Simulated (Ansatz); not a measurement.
This log comes from Ansatz, run on AlAs built on the zincblende prototype. The cell was relaxed with r2SCAN and then strained (isotropic +2.0 % on every length), with the atoms relaxed again with r2SCAN; k points keep the names of the unstrained zone.

Structure:
```xyz
2
Lattice="0.0000 2.8957 2.8957 2.8957 0.0000 2.8957 2.8957 2.8957 0.0000" Properties=species:S:1:pos:R:3 pbc="T T T"
Al    0.0000    0.0000    0.0000
As    1.4479    1.4479    1.4479
```

What the program printed (shortened):
```
Pseudopotential: Al, paw, valence charge 3, recommended cutoff 500 eV
Pseudopotential: As, paw, valence charge 15, recommended cutoff 500 eV
Crystal: 2 atoms, lattice volume = 48.562 Å³
Basis set: ecut = 500 eV, 1243 PW (Γ)
Bands: 13, of which v1, the nominal top of the filled ones, is band 9 counted from 1 (8 counted from 0)
Symmetry: 24 space group operations
k-points: 46 of 216 (irreducible under 4 space group operations, time reversal used)
preconditioner: auto → none  [insulator: Δε(μ)=1.894 eV  ℏωp=15.1 eV]
SCF converged after 8 iterations
Free energy (F): -5406.198728 eV
Fermi energy:    5.435530 eV
--- Per-component energies (eV) ---
  E_band       = -288.851480
  E_kinetic    = 125.137932
  E_local      = -2168.254905
  E_nonlocal   = -660.386502
  E_hartree    = 1153.937682
  E_xc         = -110.396923
  E_vxc        = -114.574415
  E_paw        = -2321.225336
  E_vpaw       = 215.820338
  E_vtau       = 5.530693
  E_ewald      = -1423.493154
  E_core_change = -1.517516
--- Band table (eV; the first three rows and the last of 46) ---
  k-point 0: bands = […, -29.5204, -29.5204, -6.5056, 5.4355, 5.4355, 5.4355, 7.5675, 10.0252, 10.0252, 10.0252]
  k-point 1: bands = […, -29.5203, -29.5203, -6.2489, 3.4026, 5.1839, 5.1839, 8.4181, 10.4561, 10.4561, 10.8427]
  k-point 2: bands = […, -29.5203, -29.5203, -5.6084, 1.0696, 4.7924, 4.7924, 8.0306, 10.6420, 10.6420, 13.2142]
  k-point 45: bands = […, -29.5205, -29.5200, -4.7901, 0.4328, 2.4232, 3.5187, 9.6960, 10.3469, 12.3770, 13.2326]
--- Dielectric response (ions clamped): 3 representative field directions + reference, inside a basis on a mesh of 216 k-points ---
  ε∞ (high-frequency dielectric tensor):
        8.496193     0.000000     0.000000
        0.000000     8.496193     0.000000
        0.000000     0.000000     8.496193
  Born effective charges Z* (e; rows j = field, columns β = displacement):
    site 0:
         2.21518    0.00000    0.00000
         0.00000    2.21518    0.00000
         0.00000    0.00000    2.21518
    site 1:
        -2.21518    0.00000    0.00000
         0.00000   -2.21518    0.00000
         0.00000    0.00000   -2.21518
  ε∞ is read to err by 2.9e-2, Z* by 1.7e-2 e
```

Task: What input produced it? Give the YAML.

Result:
```yaml
crystal:
  # lattice and atoms as above
kpoints:
  mp_grid: { grid: [6, 6, 6] }
hamiltonian:
  xc: r2scan
scf:
  occupations: { method: fixed }
dielectric: {}
```
The term E_vtau belongs to a meta-GGA, which reads the kinetic-energy density. There is no exchange loop, so no exact exchange. A response with clamped ions alone is the dielectric block. The lines shown narrow the functional down without fixing it; this is the one that was run. This is the file that was run; thresholds and some counts can't be read off the log exactly.

Command: `ansatz run input.yaml --threads 2 --pin off --max-ram 20275MiB --backend cpu --events-out ev --progress --plain --runs-dir out`. It took 23 s on 2 threads of AMD EPYC 7R13 Processor (Zen 3) (shared host), load about 3.0 per core; peak host memory 0.94 GiB.

The values are computed, spin-unpolarised, and not measurements.

Spin-orbit coupling is left out.
